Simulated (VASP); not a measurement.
Slab: WSe2, a slab with vacuum.

```xyz
3
Lattice="3.2873 0.0000 0.0000 -1.6436 2.8468 0.0000 0.0000 0.0000 21.3463" Properties=species:S:1:pos:R:3 pbc="T T T"
Se    0.0000    1.8979    8.9866
Se    0.0000    1.8979   12.3597
W     1.6436    0.9489   10.6731
```

Program: VASP 6.6.1. Alike in all runs: task band structure; cell as given; k mesh 12 × 12 × 1; cutoff (eV) 520; smearing gaussian 0.03 eV. Hardware: 1 thread of Intel(R) Xeon(R) Platinum 8559C (Emerald Rapids) (shared host).

Q: Order these runs on this cell by their wall time, lowest first.
A. level r2SCAN; potentials or basis VASP PAW PBE potentials, release 64 (Se, W_sv); spin off; further INCAR settings ALGO = All; EDIFF = 1e-07; NBANDS = 20
B. level LDA; potentials or basis VASP PAW LDA potentials, release 64 (Se, W_sv); spin off; further INCAR settings ALGO = Fast; EDIFF = 1e-07; NBANDS = 20
C. level PBE+D3(BJ); potentials or basis VASP PAW PBE potentials, release 64 (Se, W_sv); spin SOC, no magnetisation; further INCAR settings ALGO = Fast; EDIFF = 1e-07; NBANDS = 41

A: B (150 s), A (510 s), C (1200 s).
